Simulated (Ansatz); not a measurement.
# CoSi2: the cost of one run

Program: Ansatz 0.2.0. Level of theory: DFT PBE, scalar-relativistic. These are calculated values, not measurements.

## Step 1: Starting point

Symmetry: Fm-3m, No. 225, cubic system. The conventional cell has a = 5.365 Å, b = 5.365 Å, c = 5.365 Å, α = 90.00°, β = 90.00°, γ = 90.00°. Around Co (site symmetry m-3m) lie 8 Si at 2.32 Å. Si (site symmetry -43m) has 4 Co at 2.32 Å as nearest neighbours.

Structure file:

```cif
data_structure
_symmetry_space_group_name_H-M 'P 1'
_symmetry_Int_Tables_number 1
_cell_length_a 3.7936
_cell_length_b 3.7936
_cell_length_c 3.7936
_cell_angle_alpha 60.000
_cell_angle_beta 60.000
_cell_angle_gamma 60.000
_cell_volume 38.61
loop_
_atom_site_label
_atom_site_type_symbol
_atom_site_fract_x
_atom_site_fract_y
_atom_site_fract_z
_atom_site_occupancy
Co1 Co 0.00000 0.00000 0.00000 1
Si1 Si 0.25000 0.25000 0.25000 1
Si2 Si 0.75000 0.75000 0.75000 1
```

Atoms are numbered in the order of the input: Co1, Si2, Si3.

## Step 2: Volume × 0.96, LAPW

input.yaml reads:

```yaml
crystal:
  lattice:
    - [0.0, 2.6462455558, 2.6462455558]
    - [2.6462455558, 0.0, 2.6462455558]
    - [2.6462455558, 2.6462455558, 0.0]
  atoms:
    - { symbol: Co, position: [0.0, 0.0, 0.0], spin: 2.0 }
    - { symbol: Si, position: [0.25, 0.25, 0.25] }
    - { symbol: Si, position: [0.75, 0.75, 0.75] }
magnetization:
  spin_polarized: true
kpoints:
  mp_grid: { grid: [11, 11, 11] }
  band_path:
    path:
      - [0.0, 0.0, 0.0]
      - [0.5, 0.0, 0.5]
      - [0.625, 0.25, 0.625]
      - [0.375, 0.375, 0.75]
      - [0.0, 0.0, 0.0]
      - [0.5, 0.5, 0.5]
      - [0.5, 0.25, 0.75]
      - [0.5, 0.0, 0.5]
    npoints: 5
scf:
  occupations: { method: fermi_dirac, width: 0.05 }
hamiltonian:
  xc: pbe
  pseudopotentials: { kind: all_electron, lapw: { basis_error: 0.001 } }
output:
  forces: true
  stress: true
  eigenvalues: true
```

On the command line:

```sh
$ ansatz run input.yaml --threads 1 --pin off --max-ram 4096MiB --backend cpu --events-out ev --progress --plain --runs-dir out
```

What time and memory should one allow on 1 thread of Intel Xeon 6975P-C (Granite Rapids), shared host?

About 29 s, with a peak of 0.61 GiB.
